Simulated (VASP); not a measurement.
# Tl (P6_3/mmc) in VASP: a series of runs

One crystal, Tl, is run at these levels: PBE; tasks: density of states, electric field gradients.

Everything below comes from runs of VASP 6.6.1. Logs are shortened: lines on timing, memory, paths and dates and some standing lists are left out, and cuts for length are marked.

## 1. Starting point

Symmetry: P6_3/mmc, No. 194, hexagonal system. The conventional cell has a = 3.497 Å, b = 3.497 Å, c = 5.647 Å, α = 90.00°, β = 90.00°, γ = 120.00°. Tl (site symmetry -6m2) has 12 Tl at 3.47 to 3.50 Å as nearest neighbours.

## 2. Density of states, PBE

File POSCAR:

```
Tl
1.0
    3.4973395198      0.0000000000      0.0000000000
   -1.7486697599      3.0287848698      0.0000000000
    0.0000000000      0.0000000000      5.6465616800
Tl
2
Direct
    0.3333333333      0.6666666667      0.2500000000
    0.6666666667      0.3333333333      0.7500000000
```

File INCAR.step1:

```
  PREC = Accurate
  ENCUT = 520
  EDIFF = 1E-6
  ISMEAR = -1
  SIGMA = 0.05
  LREAL = False
  LASPH = True
  NELM = 100
  ALGO = Normal
  ISIF = 2
  LWAVE = False
  LCHARG = True
  GGA = PE
  NBANDS = 20
```

File KPOINTS.step1:

```
Automatic mesh
0
Gamma
  11 11 6
```

File INCAR.step2:

```
  PREC = Accurate
  ENCUT = 520
  EDIFF = 1E-6
  ISMEAR = -5
  SIGMA = 0.05
  LREAL = False
  LASPH = True
  NELM = 100
  ALGO = Normal
  ISIF = 2
  LWAVE = False
  LCHARG = False
  GGA = PE
  LORBIT = 10
  NBANDS = 20
  NEDOS = 2001
  ICHARG = 11
```

File KPOINTS.step2:

```
Automatic mesh
0
Gamma
  17 17 9
```

Potentials or basis: VASP PAW PBE potentials, release 64 (Tl_d).

Command:

```sh
> cat potpaw_PBE.64/Tl_d/POTCAR > POTCAR
> cp INCAR.step1 INCAR
> cp KPOINTS.step1 KPOINTS
> mpirun -np 1 vasp_std > vasp.out
> cp INCAR.step2 INCAR
> cp KPOINTS.step2 KPOINTS
> mpirun -np 1 vasp_std > vasp.out
```

OUTCAR:

```text
PREC = Accurate
   ENCUT = 520
   EDIFF = 1E-6
   ISMEAR = -5
   LREAL = False
   LASPH = True
   NELM = 100
   ISIF = 2
   GGA = PE
   LORBIT = 10
   ICHARG = 11

 ion  position               nearest neighbor table
   1  0.333  0.667  0.250-   2 3.47   2 3.47   2 3.47   2 3.47   2 3.47   2 3.47
   2  0.667  0.333  0.750-   1 3.47   1 3.47   1 3.47   1 3.47   1 3.47   1 3.47

  LATTYP: Found a hexagonal cell.
 ALAT       =     3.4973395198
 C/A-ratio  =     1.6145306019

  Lattice vectors:

 A1 = (   3.4973395198,   0.0000000000,   0.0000000000)
 A2 = (  -1.7486697599,   3.0287848698,   0.0000000000)
 A3 = (   0.0000000000,   0.0000000000,   5.6465616800)

Analysis of symmetry for initial positions (statically):
=====================================================================
 Subroutine PRICEL returns:
 Original cell was already a primitive cell.

 Routine SETGRP: Setting up the symmetry group for a
 hexagonal supercell.

 Subroutine GETGRP returns: Found 24 space group operations
 (whereof 12 operations were pure point group operations)
 out of a pool of 24 trial point group operations.

The static configuration has the point symmetry D_3d.
 The point group associated with its full space group is D_6h.

Analysis of symmetry for dynamics (positions and initial velocities):
=====================================================================
 Subroutine PRICEL returns:
 Original cell was already a primitive cell.

 Routine SETGRP: Setting up the symmetry group for a
 hexagonal supercell.

 Subroutine GETGRP returns: Found 24 space group operations
 (whereof 12 operations were pure point group operations)
 out of a pool of 24 trial point group operations.

The dynamic configuration has the point symmetry D_3d.
 The point group associated with its full space group is D_6h.

 Subroutine INISYM returns: Found 24 space group operations
 (whereof 12 operations are pure point group operations),
 and found     1 'primitive' translations

----------------------------------------------------------------------------------------

                                     Primitive cell

  volume of cell :      59.8123

  direct lattice vectors                    reciprocal lattice vectors
     3.497339520  0.000000000  0.000000000     0.285931633  0.165082705  0.000000000
    -1.748669760  3.028784870  0.000000000     0.000000000  0.330165411  0.000000000
     0.000000000  0.000000000  5.646561680     0.000000000  0.000000000  0.177098924

  length of vectors
     3.497339520  3.497339520  5.646561680     0.330165411  0.330165411  0.177098924

  position of ions in fractional coordinates (direct lattice)
     0.333333333  0.666666667  0.250000000
     0.666666667  0.333333333  0.750000000

  ion indices of the primitive-cell ions
   primitive index   ion index
                 1           1
                 2           2

----------------------------------------------------------------------------------------

 KPOINTS: Automatic mesh

Automatic generation of k-mesh.
 Grid dimensions read from file:
 generate k-points for:   17   17    9

 Generating k-lattice:

  Cartesian coordinates                     Fractional coordinates (reciprocal lattice)
     0.016819508  0.009710747  0.000000000     0.058823529  0.000000000  0.000000000
     0.000000000  0.019421495  0.000000000     0.000000000  0.058823529  0.000000000
     0.000000000  0.000000000  0.019677658     0.000000000  0.000000000  0.111111111

  Length of vectors
     0.019421495  0.019421495  0.019677658

  Shift w.r.t. Gamma in fractional coordinates (k-lattice)
     0.000000000  0.000000000  0.000000000

 TETIRR: Found   2533 inequivalent tetrahedra from    15606

 Subroutine IBZKPT returns following result:
 ===========================================

 Found    165 irreducible k-points:

 Following reciprocal coordinates:
            Coordinates               Weight
  0.000000  0.000000  0.000000      1.000000
  0.058824  0.000000  0.000000      6.000000
  0.117647  0.000000  0.000000      6.000000
  0.176471  0.000000  0.000000      6.000000
  0.235294  0.000000  0.000000      6.000000
  0.294118  0.000000  0.000000      6.000000
[... 16 lines left out ...]
  0.411765  0.117647  0.000000     12.000000
  0.176471  0.176471  0.000000      6.000000
 [... further k-points ...]
   k-points           NKPTS =    165   k-points in BZ     NKDIM =    165   number of bands    NBANDS=     20
   number of dos      NEDOS =   2001   number of ions     NIONS =      2
   total plane-waves  NPLWV =  32928
   dimension x,y,z NGX =    28 NGY =   28 NGZ =   42
   dimension x,y,z NGXF=    56 NGYF=   56 NGZF=   84
   ions per type =               2
   NGX,Y,Z   is equivalent  to a cutoff of  13.31, 13.31, 12.37 a.u.
   NGXF,Y,Z  is equivalent  to a cutoff of  26.62, 26.62, 24.73 a.u.
 SYSTEM =  unknown system
   PREC   = accura    normal or accurate (medium, high low for compatibility)
   ISTART =      0    job   : 0-new  1-cont  2-samecut
   ICHARG =     11    charge: 1-file 2-atom 10-const
   ISPIN  =      1    spin polarized calculation?
   LNONCOLLINEAR =      F non collinear calculations
   LSORBIT =      F    spin-orbit coupling
   LASPH  =      T    aspherical Exc in radial PAW
   ENCUT  =  520.0 eV  38.22 Ry    6.18 a.u.   6.50  6.50 10.50*2*pi/ulx,y,z
   NELM   =    100;   NELMIN=  2; NELMDL=  0     # of ELM steps
   EDIFF  = 0.1E-05   stopping-criterion for ELM
   LREAL  =      F    real-space projection
   EDIFFG = 0.1E-04   stopping-criterion for IOM
   NSW    =      0    number of steps for IOM
   IBRION =     -1    ionic relax: 0-MD 1-quasi-New 2-CG
   NFREE  =      0    steps in history (QN), initial steepest desc. (CG)
   ISIF   =      2    stress and relaxation
   ISYM   =      2    0-nonsym 1-usesym 2-fastsym
   POTIM  = 0.5000    time-step for ionic-motion
   TEBEG  =    0.0;   TEEND  =   0.0 temperature during run
   PSTRESS=    0.0 pullay stress
   NELECT =      26.0000    total number of electrons
   NUPDOWN=      -1.0000    fix difference up-down
   EMIN   =  10.00;   EMAX   =-10.00  energy-range for DOS
   EFERMI =   0.00;   METHOD = LEGACY
   ISMEAR =    -5;   SIGMA  =   0.05  broadening in eV -4-tet -1-fermi 0-gaus
   EFERMI_NEDOS =   21; number of points for ismear=-14 and -15
   IALGO  =     38    algorithm
   IMIX   =      4    mixing-type and parameters
     AMIX     =   0.40;   BMIX     =  1.00
     AMIX_MAG =   1.60;   BMIX_MAG =  1.00
  volume/ion in A,a.u.               =      29.91       201.82
  Fermi-wavevector in a.u.,A,eV,Ry     =   1.240136  2.343517 20.924894  1.537936
  Thomas-Fermi vector in A             =   2.374589
   LORBIT       =     10    0 simple, 1 ext, 2 COOP (PROOUT), +10 PAW based schemes
   GGA     = PE    functional components
   LHFCALC =     F    Hartree Fock is set to
   AEXX    =    0.0000 exact exchange contribution
   IVDW    =     0    specifies the selected vdW correction
   LEPSILON=     F    determine dielectric tensor
   LRPA    =     F    only Hartree local field effects (RPA)
 non-spin polarized calculation
 Fermi weights with tetrahedron method with Bloechl corrections
  energy-cutoff  :      520.00
  volume of cell :       59.81
 maximum number of plane-waves:      1641
 NGX is ok and might be reduce to    28

 number of electron      25.9999999 magnetization

 Free energy of the ion-electron system (eV)
  ---------------------------------------------------
  ext. energy  EPLUGINS =         0.00000000
  ---------------------------------------------------
  free energy    TOTEN  =        -4.43745621 eV

  energy without entropy =       -4.43745621  energy(sigma->0) =       -4.43745621

 E-fermi :   6.1587     XC(G=0):  -9.9691

 val. band max:        6.3957029779   @ k =   0.2353   0.2353   0.0000
 cond. band min:       5.9787370446   @ k =   0.3529   0.2941   0.3333
 fundamental gap:     -0.4169659333
 Fermi energy:         6.1586634177

 k-point     1 :       0.0000    0.0000    0.0000
  band No.  band energies     occupation
      1      -5.6045      2.00000
      2      -5.4244      2.00000
      3      -5.3988      2.00000
      4      -5.3988      2.00000
      5      -5.3537      2.00000
      6      -5.3537      2.00000
[... 12 lines left out ...]
     19      16.4038      0.00000
     20      16.7664      0.00000

 k-point     2 :       0.0588    0.0000    0.0000
  band No.  band energies     occupation
      1      -5.5936      2.00000
      2      -5.4368      2.00000
      3      -5.3852      2.00000
      4      -5.3832      2.00000
      5      -5.3545      2.00000
      6      -5.3409      2.00000
[... 12 lines left out ...]
     19      16.8596      0.00000
     20      17.1829      0.00000

 k-point     3 :       0.1176    0.0000    0.0000
  band No.  band energies     occupation
      1      -5.5712      2.00000
      2      -5.4520      2.00000
      3      -5.3667      2.00000
      4      -5.3459      2.00000
      5      -5.3418      2.00000
      6      -5.3143      2.00000
[... 12 lines left out ...]
     19      16.4785      0.00000
     20      17.8282      0.00000

 k-point     4 :       0.1765    0.0000    0.0000
  band No.  band energies     occupation
      1      -5.5710      2.00000
      2      -5.4433      2.00000
      3      -5.3738      2.00000
      4      -5.3526      2.00000
      5      -5.3303      2.00000
      6      -5.2933      2.00000
[... 429 lines left out ...]
 k-point    23 :       0.4118    0.1176    0.0000
  band No.  band energies     occupation
      1      -5.6622      2.00000
      2      -5.5899      2.00000
      3      -5.4665      2.00000
      4      -5.4176      2.00000
      5      -5.2544      2.00000
      6      -5.2317      2.00000
[... 12 lines left out ...]
     19      14.6323      0.00000
     20      15.8329      0.00000

 k-point    24 :       0.1765    0.1765    0.0000
  band No.  band energies     occupation
      1      -5.5123      2.00000
      2      -5.5123      2.00000
      3      -5.4701      2.00000
      4      -5.3911      2.00000
      5      -5.2989      2.00000
      6      -5.2307      2.00000
[... 12 lines left out ...]
     19      15.0481      0.00000
     20      17.5224      0.00000

 [... further k-points ...]

------------------------ aborting loop because EDIFF is reached ----------------------------------------

  FORCE on cell =-STRESS in cart. coord.  units (eV):
  Direction    XX          YY          ZZ          XY          YZ          ZX
  --------------------------------------------------------------------------------------
  -------------------------------------------------------------------------------------
  Total        0.6436751      0.6436751      0.3535578      0.0000000     -0.0000000      0.0000000
  in kB       17.2419734     17.2419734      9.4706695      0.0000000     -0.0000000      0.0000000
  external PRESSURE =      14.6515388 kB  Pullay stress =       0.0000000 kB

 VOLUME and BASIS-vectors are now :
 -----------------------------------------------------------------------------
  energy-cutoff  :      520.00
  volume of cell :       59.81
      direct lattice vectors                 reciprocal lattice vectors
     3.497339520  0.000000000  0.000000000     0.285931633  0.165082705  0.000000000
    -1.748669760  3.028784870  0.000000000     0.000000000  0.330165411  0.000000000
     0.000000000  0.000000000  5.646561680     0.000000000  0.000000000  0.177098924

 POSITION                                       TOTAL-FORCE (eV/Angst)
 -----------------------------------------------------------------------------------
     -0.00000      2.01919      1.41164        -0.000000      0.000000      0.000000
      1.74867      1.00959      4.23492         0.000000      0.000000      0.000000
 -----------------------------------------------------------------------------------
    total drift:                               -0.000000      0.000000     -0.000000

  FREE ENERGIE OF THE ION-ELECTRON SYSTEM (eV)
  ---------------------------------------------------
  free  energy   TOTEN  =        -4.4374562140 eV

  energy  without entropy=       -4.4374562140  energy(sigma->0) =       -4.43745621

 total charge

# of ion       s       p       d       tot
------------------------------------------
    1        1.188   0.374   9.638  11.200
    2        1.188   0.374   9.638  11.200
--------------------------------------------------
tot          2.375   0.748  19.276  22.400
```

Run time: 94 s. Hardware: 1 thread of Intel Xeon Platinum 8488C (Sapphire Rapids), shared host; peak memory 0.29 GiB.

Results:

```yaml
Valence_electrons_inside_the_program's_atomic_spheres: Tl 11.20
```

Levels at points of the mesh, in eV from the Fermi level:
```tsv
k point	band 9	band 10	band 11	band 12	band 13	band 14	band 15	band 16	band 17	band 18
(0.00, 0.00, 0.00)	-11.15	-11.15	-9.79	-5.27	-2.73	7.75	7.75	9.71	9.71	10.21
```

States per cell in windows of 1 eV (zero at the Fermi level; states under -8 eV left out):
```
from (eV)  total  Tl1_p  Tl2_p  Tl1_s  Tl2_s  Tl1_d  Tl2_d
     -8.0   0.51   0.01   0.01   0.12   0.12   0.01   0.01
     -7.0   0.71   0.02   0.02   0.18   0.18   0.01   0.01
     -6.0   0.94   0.02   0.02   0.26   0.26   0.02   0.02
     -5.0   1.21   0.02   0.02   0.38   0.38   0.02   0.02
     -4.0   0.12   0.00   0.00   0.04   0.04   0.00   0.00
     -3.0   0.10   0.01   0.01   0.00   0.00   0.00   0.00
     -2.0   0.75   0.11   0.11   0.02   0.02   0.01   0.01
     -1.0   1.14   0.17   0.17   0.05   0.05   0.02   0.02
      0.0   1.05   0.16   0.16   0.05   0.05   0.02   0.02
      1.0   1.04   0.17   0.17   0.04   0.04   0.02   0.02
      2.0   1.04   0.18   0.18   0.03   0.03   0.02   0.02
      3.0   1.14   0.20   0.20   0.03   0.03   0.03   0.03
      4.0   1.39   0.25   0.25   0.03   0.03   0.04   0.04
      5.0   1.32   0.25   0.25   0.02   0.02   0.04   0.04
      6.0   1.45   0.30   0.30   0.01   0.01   0.04   0.04
      7.0   1.03   0.21   0.21   0.01   0.01   0.03   0.03
```

Caveat: tetrahedron occupations give inexact forces and stress in metals.

## 3. Electric field gradients, PBE

File INCAR:

```
SYSTEM = Tl
ALGO = Fast ; EDIFF = 1E-8
ENCUT = 520 ; GGA = PE
ISIF = 2 ; ISMEAR = -1
LASPH = .True. ; LCHARG = .False.
LEFG = .True. ; LREAL = .False.
LWAVE = .False. ; NBANDS = 20
NELM = 100 ; PREC = Accurate
SIGMA = 0.05
```

File KPOINTS:

```
k-points
0
Gamma
  11 11 6
  0 0 0
```

POSCAR is that of step 2.

Potentials or basis: VASP PAW PBE potentials, release 64 (Tl_d).

Command:

```sh
> cat potpaw_PBE.64/Tl_d/POTCAR > POTCAR
> mpirun -np 1 vasp_std > vasp.out
```

OUTCAR:

```text
SYSTEM = Tl
   EDIFF = 1E-8
   ENCUT = 520
   GGA = PE
   ISIF = 2
   ISMEAR = -1
   LASPH = .True.
   LREAL = .False.
   NELM = 100
   PREC = Accurate

 ion  position               nearest neighbor table
   1  0.333  0.667  0.250-   2 3.47   2 3.47   2 3.47   2 3.47   2 3.47   2 3.47
   2  0.667  0.333  0.750-   1 3.47   1 3.47   1 3.47   1 3.47   1 3.47   1 3.47

  LATTYP: Found a hexagonal cell.
 ALAT       =     3.4973395198
 C/A-ratio  =     1.6145306019

  Lattice vectors:

 A1 = (   3.4973395198,   0.0000000000,   0.0000000000)
 A2 = (  -1.7486697599,   3.0287848698,   0.0000000000)
 A3 = (   0.0000000000,   0.0000000000,   5.6465616800)

Analysis of symmetry for initial positions (statically):
=====================================================================
 Subroutine PRICEL returns:
 Original cell was already a primitive cell.

 Routine SETGRP: Setting up the symmetry group for a
 hexagonal supercell.
[... 745 lines left out ...]
  volume of cell :       59.81
      direct lattice vectors                 reciprocal lattice vectors
     3.497339520  0.000000000  0.000000000     0.285931633  0.165082705  0.000000000
    -1.748669760  3.028784870  0.000000000     0.000000000  0.330165411  0.000000000
     0.000000000  0.000000000  5.646561680     0.000000000  0.000000000  0.177098924

 POSITION                                       TOTAL-FORCE (eV/Angst)
 -----------------------------------------------------------------------------------
     -0.00000      2.01919      1.41164         0.000000     -0.000000      0.000000
      1.74867      1.00959      4.23492        -0.000000      0.000000      0.000000
 -----------------------------------------------------------------------------------
    total drift:                               -0.000000      0.000000     -0.000000

  FREE ENERGIE OF THE ION-ELECTRON SYSTEM (eV)
  ---------------------------------------------------
  free  energy   TOTEN  =        -4.4483598452 eV

  energy  without entropy=       -4.4394444819  energy(sigma->0) =       -4.44390216

 Electric field gradients (V/A^2)
---------------------------------------------------------------------
 ion       V_xx      V_yy      V_zz      V_xy      V_xz      V_yz
---------------------------------------------------------------------
   1       5.261     5.262   -10.523     0.000     0.000    -0.000
   2       5.261     5.262   -10.523     0.000    -0.000     0.000
---------------------------------------------------------------------

 Electric field gradients after diagonalization (V/A^2)
 (convention: |V_zz| > |V_xx| > |V_yy|)
----------------------------------------------------------------------
 ion       V_xx      V_yy      V_zz     asymmetry (V_yy - V_xx)/ V_zz
----------------------------------------------------------------------
   1       5.262     5.261   -10.523       0.000
   2       5.262     5.261   -10.523       0.000
----------------------------------------------------------------------

           NMR quadrupolar parameters

 Cq : quadrupolar parameter    Cq=e*Q*V_zz/h
 eta: asymmetry parameters     (V_yy - V_xx)/ V_zz
 Q  : nuclear electric quadrupole moment in mb (millibarn)
----------------------------------------------------------------------
 ion       Cq(MHz)       eta       Q (mb)
----------------------------------------------------------------------
   1      -0.025       0.000       1.000
   2      -0.025       0.000       1.000
----------------------------------------------------------------------
```

stdout:

```text
POSCAR found type information on POSCAR Tl
 POSCAR found :  1 types and       2 ions
 scaLAPACK will be used
 LDA part: xc-table for (Slater+PW92), standard interpolation
 POSCAR, INCAR and KPOINTS ok, starting setup
 FFT: planning ... GRIDC
 FFT: planning ... GRID_SOFT
 FFT: planning ... GRID
 WAVECAR not read
 entering main loop
ion   1

ion   2
```

Run time: 54 s. Hardware: 1 thread of Intel Xeon Platinum 8488C (Sapphire Rapids), shared host; peak memory 0.21 GiB.

What came out:

| Quantity | Value |
| --- | --- |
| Free energy | -4.4484 eV |
| Pressure | 1.4 GPa |
| Band gap on the k mesh | none (metal or under the smearing width) |

Levels at points of the mesh, in eV from the Fermi level:
| k point | band 10 | band 11 | band 12 | band 13 | band 14 | band 15 | band 16 | band 17 |
| --- | --- | --- | --- | --- | --- | --- | --- | --- |
| (0.00, 0.00, 0.00) | -11.09 | -9.73 | -5.21 | -2.67 | 7.82 | 7.82 | 9.78 | 9.78 |
| (0.00, 0.00, 0.50) | -11.18 | -8.38 | -8.38 | 3.09 | 3.09 | 8.74 | 8.74 | 8.74 |

Electric field gradients, principal values (V/Å²):
| atom | Vxx | Vyy | Vzz |
| --- | --- | --- | --- |
| 1 Tl | 5.261 | 5.262 | -10.523 |
| 2 Tl | 5.261 | 5.262 | -10.523 |

Spin-orbit coupling is left out, which matters for the levels of Tl.
